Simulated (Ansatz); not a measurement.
# AlGaN2: a frozen normal mode, part 1 of 2

This session takes AlGaN2 and sets out to trace the energy along mode 23.

Program: Ansatz 0.2.0. Level of theory: DFT LDA, scalar-relativistic, plane waves, PAW. These are calculated values, not measurements.

2 further runs of the same task are left out: 2 set aside as unsound or not needed. Runs told in other sessions of the task aren't counted.

## (1) The structure to begin with

Symmetry: P-4m2, No. 115, tetragonal system. Conventional cell: a = 3.115 Å, b = 3.115 Å, c = 4.384 Å, α = 90.00°, β = 90.00°, γ = 90.00°. Al (site symmetry -4m2) is surrounded by 4 N at 1.88 Å. Ga (site symmetry -4m2) has 4 N at 1.93 Å in its first shell of neighbours. N (site symmetry 2mm) has 2 Al at 1.88 Å and 2 Ga at 1.93 Å in its first shell of neighbours.

Structure file:

```xyz
8
Lattice="3.1153 0.0000 0.0000 0.0000 3.1153 0.0000 0.0000 0.0000 8.7687" Properties=species:S:1:pos:R:3 pbc="T T T"
Al    1.5576    1.5576    2.1922
Al    1.5576    1.5576    6.5765
Ga    0.0000    0.0000    0.0000
Ga    0.0000    0.0000    4.3843
N     1.5576    0.0000    3.2446
N     1.5576    0.0000    7.6290
N     0.0000    1.5576    1.1397
N     0.0000    1.5576    5.5240
```

It goes back to an entry of the Materials Project, which need not be the stable form.

It is built from the cell relaxed beforehand with the same method (10.64 Å³/atom).

## (2) The reference cell

The cell is repeated 2 times, 8 atoms in all. Reference values: F = -9943.7836 eV; pressure -0.01 GPa; largest force 0.000 eV/Å; gap on the mesh 3.05 eV. It was computed beforehand with the settings of the runs below.

## (3) Next: a frozen normal mode

Mode 23 of the phonon run on this cell, counted from the lowest, is frozen in: each atom moves by x times its row below, so x is the largest displacement.

```
atom     ux     uy      uz
 Al1  0.000  0.000   0.000
 Al2  0.000  0.000   0.000
 Ga3  0.000  0.000   0.223
 Ga4  0.000  0.000  -0.223
  N5  0.000  0.000   1.000
  N6  0.000  0.000  -1.000
  N7  0.000  0.000  -1.000
  N8  0.000  0.000   1.000
```

## (4) x = -0.300 Å

File input.yaml:

```yaml
crystal:
  lattice:
    - [3.1152864652, 0.0, 0.0]
    - [0.0, 3.1152864652, 0.0]
    - [0.0, 0.0, 8.7686604219]
  atoms:
    - { symbol: Al, position: [0.5, 0.5, 0.25] }
    - { symbol: Al, position: [0.5, 0.5, 0.75] }
    - { symbol: Ga, position: [0.0, 0.0, -0.0076254991] }
    - { symbol: Ga, position: [0.0, 0.0, 0.5076254991] }
    - { symbol: "N", position: [0.5, 0.0, 0.3358129113] }
    - { symbol: "N", position: [0.5, 0.0, 0.9042384143] }
    - { symbol: "N", position: [0.0, 0.5, 0.1641870887] }
    - { symbol: "N", position: [0.0, 0.5, 0.5957615857] }
basis:
  ecutwfc: 420
kpoints:
  mp_grid: { grid: [8, 8, 4] }
hamiltonian:
  xc: lda
scf:
  occupations: { method: gaussian, width: 0.05 }
output:
  forces: true
  stress: true
  eigenvalues: true
```

Run with:

```console
ansatz run input.yaml --threads 2 --pin off --max-ram 5120MiB --backend cpu --events-out ev --progress --plain --runs-dir out
```

The program printed (excerpt; [...] marks lines left out):

```text
Warning: RAYON_NUM_THREADS=2 ignored (pool sized by the plan → 2); use --threads N
[...]
Pseudopotentials: kind: paw
Pseudopotential: Al, paw, valence charge 3, recommended cutoff 420 eV (normal), Al.paw.azcp
Pseudopotential: Ga, paw, valence charge 13, recommended cutoff 420 eV (normal), Ga.paw.azcp
Pseudopotential: N, paw, valence charge 5, recommended cutoff 420 eV (normal), N.paw.azcp
Functional definition: SPW92
[...]
Crystal: 8 atoms, lattice volume = 85.100 Å³
Basis set: ecut = 420 eV, 1677 PW (Γ)
Bands: 34, of which v1, the nominal top of the filled ones, is band 26 counted from 1 (25 counted from 0)
Symmetry: 8 space group operations
Space group: P-4m2 (ITA 115), of the structure as read, at distance tolerance 4.4e-5 Å
k-points: 45 of 256 (time reversal used)
[...]
SCF iter   1: F=—  HF=-9938.590654 eV  |F-HF|=—  |Δ(HF+E_count)|=         —  Δρ=1.33e-2  dr2=3.86e-1  ethr=1.77e-3  ⟨swp⟩=5.9  Hψ=6806  notcnv=0  defer=6
[...]
SCF iter   7: F=-9938.504862 eV  HF=-9938.504862 eV  |F-HF|=1.67e-10  |Δ(HF+E_count)|=   4.92e-8  Δρ=4.47e-6  dr2=1.48e-8  ethr=1.92e-10  ⟨swp⟩=8.2  Hψ=6037  notcnv=0
[...]
SCF converged after 7 iterations
Free energy (F): -9938.504862 eV
[...]
E sigma→0 (E₀):  -9938.504861 eV
Entropy (-TS):   -0.000002 eV (-0.000 meV/atom)
Fermi energy:    10.250226 eV
[...]
--- Forces (eV/Å), atoms counted from 1 ---
  atom   1  Al    -0.00000000     0.00000000     0.00000000
  atom   2  Al    -0.00000000     0.00000000     0.00000000
  atom   3  Ga     0.00000000     0.00000000     7.90007096
  atom   4  Ga    -0.00000000     0.00000000    -7.90007096
  atom   5  N      0.00000000     0.00000000     7.15156378
  atom   6  N      0.00000000     0.00000000    -7.37047847
  atom   7  N     -0.00000000     0.00000000    -7.15156378
  atom   8  N      0.00000000     0.00000000     7.37047847
[...]
--- Stress (GPa, compression-positive) ---
       26.230852       0.000000      -0.000000
        0.000000      26.230852       0.000000
        0.000000       0.000000      -4.613118
  P = ⅓ Tr σ = 15.9495 GPa (159.495 kbar)
--- Band table (eV; the first three rows and the last of 45) ---
[...]
```

It took 6 s on 2 threads of Arm Neoverse V2, shared host; peak memory 0.36 GiB.

## (5) x = 0.225 Å

File input.yaml:

```yaml
crystal:
  lattice:
    - [3.1152864652, 0.0, 0.0]
    - [0.0, 3.1152864652, 0.0]
    - [0.0, 0.0, 8.7686604219]
  atoms:
    - { symbol: Al, position: [0.5, 0.5, 0.25] }
    - { symbol: Al, position: [0.5, 0.5, 0.75] }
    - { symbol: Ga, position: [0.0, 0.0, 0.0057191243] }
    - { symbol: Ga, position: [0.0, 0.0, 0.4942808757] }
    - { symbol: "N", position: [0.5, 0.0, 0.3956852264] }
    - { symbol: "N", position: [0.5, 0.0, 0.8443660992] }
    - { symbol: "N", position: [0.0, 0.5, 0.1043147736] }
    - { symbol: "N", position: [0.0, 0.5, 0.6556339008] }
basis:
  ecutwfc: 420
kpoints:
  mp_grid: { grid: [8, 8, 4] }
hamiltonian:
  xc: lda
scf:
  occupations: { method: gaussian, width: 0.05 }
output:
  forces: true
  stress: true
  eigenvalues: true
```

Run with:

```console
ansatz run input.yaml --threads 2 --pin off --max-ram 5120MiB --backend cpu --events-out ev --progress --plain --runs-dir out
```

The program printed (excerpt; [...] marks lines left out):

```text
[...]
SCF converged after 7 iterations
Free energy (F): -9940.721390 eV
[...]
E sigma→0 (E₀):  -9940.721390 eV
Fermi energy:    10.179126 eV
[...]
--- Forces (eV/Å), atoms counted from 1 ---
  atom   1  Al    -0.00000000     0.00000000     0.00000000
  atom   2  Al    -0.00000000     0.00000000     0.00000000
  atom   3  Ga    -0.00000000     0.00000000    -6.40744503
  atom   4  Ga     0.00000000     0.00000000     6.40744503
  atom   5  N      0.00000000     0.00000000    -5.94400639
  atom   6  N      0.00000000     0.00000000     5.72914820
  atom   7  N      0.00000000     0.00000000     5.94400639
  atom   8  N     -0.00000000     0.00000000    -5.72914820
[...]
--- Stress (GPa, compression-positive) ---
       15.168238       0.000000      -0.000000
        0.000000      15.168238       0.000000
        0.000000       0.000000      -2.845858
  P = ⅓ Tr σ = 9.1635 GPa (91.635 kbar)
--- Band table (eV; the first three rows and the last of 45) ---
[...]
```

Run time: 6.1 s. Hardware: 2 threads of Arm Neoverse V2, shared host; peak memory 0.36 GiB.

## (6) Point x = -0.150 Å

File input.yaml:

```yaml
crystal:
  lattice:
    - [3.1152864652, 0.0, 0.0]
    - [0.0, 3.1152864652, 0.0]
    - [0.0, 0.0, 8.7686604219]
  atoms:
    - { symbol: Al, position: [0.5, 0.5, 0.25] }
    - { symbol: Al, position: [0.5, 0.5, 0.75] }
    - { symbol: Ga, position: [0.0, 0.0, -0.0038127495] }
    - { symbol: Ga, position: [0.0, 0.0, 0.5038127495] }
    - { symbol: "N", position: [0.5, 0.0, 0.3529192871] }
    - { symbol: "N", position: [0.5, 0.0, 0.8871320385] }
    - { symbol: "N", position: [0.0, 0.5, 0.1470807129] }
    - { symbol: "N", position: [0.0, 0.5, 0.6128679615] }
basis:
  ecutwfc: 420
kpoints:
  mp_grid: { grid: [8, 8, 4] }
hamiltonian:
  xc: lda
scf:
  occupations: { method: gaussian, width: 0.05 }
output:
  forces: true
  stress: true
  eigenvalues: true
```

Run with:

```console
ansatz run input.yaml --threads 2 --pin off --max-ram 5120MiB --backend cpu --events-out ev --progress --plain --runs-dir out
```

The program printed (excerpt; [...] marks lines left out):

```text
[...]
SCF converged after 7 iterations
Free energy (F): -9942.395212 eV
[...]
E sigma→0 (E₀):  -9942.395212 eV
Fermi energy:    10.086970 eV
[...]
--- Forces (eV/Å), atoms counted from 1 ---
  atom   1  Al    -0.00000000     0.00000000     0.00000000
  atom   2  Al    -0.00000000     0.00000000     0.00000000
  atom   3  Ga     0.00000000     0.00000000     4.48145089
  atom   4  Ga    -0.00000000     0.00000000    -4.48145089
  atom   5  N      0.00000000     0.00000000     3.99490246
  atom   6  N      0.00000000     0.00000000    -4.12035960
  atom   7  N     -0.00000000     0.00000000    -3.99490246
  atom   8  N      0.00000000     0.00000000     4.12035960
[...]
--- Stress (GPa, compression-positive) ---
        6.854731       0.000000       0.000000
        0.000000       6.854731       0.000000
       -0.000000       0.000000      -1.316733
  P = ⅓ Tr σ = 4.1309 GPa (41.309 kbar)
--- Band table (eV; the first three rows and the last of 45) ---
[...]
```

Wall time 6.2 s (2 threads of Arm Neoverse V2, shared host); peak memory 0.36 GiB.

## (7) x = 0.075 Å

File input.yaml:

```yaml
crystal:
  lattice:
    - [3.1152864652, 0.0, 0.0]
    - [0.0, 3.1152864652, 0.0]
    - [0.0, 0.0, 8.7686604219]
  atoms:
    - { symbol: Al, position: [0.5, 0.5, 0.25] }
    - { symbol: Al, position: [0.5, 0.5, 0.75] }
    - { symbol: Ga, position: [0.0, 0.0, 0.0019063748] }
    - { symbol: Ga, position: [0.0, 0.0, 0.4980936252] }
    - { symbol: "N", position: [0.5, 0.0, 0.3785788507] }
    - { symbol: "N", position: [0.5, 0.0, 0.8614724749] }
    - { symbol: "N", position: [0.0, 0.5, 0.1214211493] }
    - { symbol: "N", position: [0.0, 0.5, 0.6385275251] }
basis:
  ecutwfc: 420
kpoints:
  mp_grid: { grid: [8, 8, 4] }
hamiltonian:
  xc: lda
scf:
  occupations: { method: gaussian, width: 0.05 }
output:
  forces: true
  stress: true
  eigenvalues: true
```

Run with:

```console
ansatz run input.yaml --threads 2 --pin off --max-ram 5120MiB --backend cpu --events-out ev --progress --plain --runs-dir out
```

The program printed (excerpt; [...] marks lines left out):

```text
Warning: RAYON_NUM_THREADS=2 ignored (pool sized by the plan → 2); use --threads N
[...]
Pseudopotentials: kind: paw
Pseudopotential: Al, paw, valence charge 3, recommended cutoff 420 eV (normal), Al.paw.azcp
Pseudopotential: Ga, paw, valence charge 13, recommended cutoff 420 eV (normal), Ga.paw.azcp
Pseudopotential: N, paw, valence charge 5, recommended cutoff 420 eV (normal), N.paw.azcp
Functional definition: SPW92
[...]
Crystal: 8 atoms, lattice volume = 85.100 Å³
Basis set: ecut = 420 eV, 1677 PW (Γ)
Bands: 34, of which v1, the nominal top of the filled ones, is band 26 counted from 1 (25 counted from 0)
Symmetry: 8 space group operations
Space group: P-4m2 (ITA 115), of the structure as read, at distance tolerance 4.4e-5 Å
k-points: 45 of 256 (time reversal used)
[...]
SCF iter   1: F=—  HF=-9943.466801 eV  |F-HF|=—  |Δ(HF+E_count)|=         —  Δρ=1.12e-2  dr2=1.12e-1  ethr=1.77e-3  ⟨swp⟩=6.7  Hψ=6844  notcnv=0  defer=5
[...]
SCF iter   7: F=-9943.432573 eV  HF=-9943.432573 eV  |F-HF|=4.49e-9  |Δ(HF+E_count)|=   2.38e-7  Δρ=4.88e-6  dr2=1.70e-8  ethr=1.92e-10  ⟨swp⟩=8.9  Hψ=6613  notcnv=0
[...]
SCF converged after 7 iterations
Free energy (F): -9943.432573 eV
[...]
E sigma→0 (E₀):  -9943.432573 eV
Fermi energy:    9.996922 eV
[...]
--- Forces (eV/Å), atoms counted from 1 ---
  atom   1  Al    -0.00000000     0.00000000     0.00000000
  atom   2  Al    -0.00000000     0.00000000     0.00000000
  atom   3  Ga    -0.00000000     0.00000000    -2.29977087
  atom   4  Ga     0.00000000     0.00000000     2.29977087
  atom   5  N      0.00000000     0.00000000    -2.09336420
  atom   6  N      0.00000000     0.00000000     2.05698086
  atom   7  N      0.00000000     0.00000000     2.09336420
  atom   8  N      0.00000000     0.00000000    -2.05698086
[...]
--- Stress (GPa, compression-positive) ---
        1.726289       0.000000      -0.000000
        0.000000       1.726289       0.000000
        0.000000       0.000000      -0.338576
  P = ⅓ Tr σ = 1.0380 GPa (10.380 kbar)
--- Band table (eV; the first three rows and the last of 45) ---
[...]
```

It took 6.2 s on 2 threads of Arm Neoverse V2, shared host; peak memory 0.36 GiB.

(Continued in part 2 of 2.)
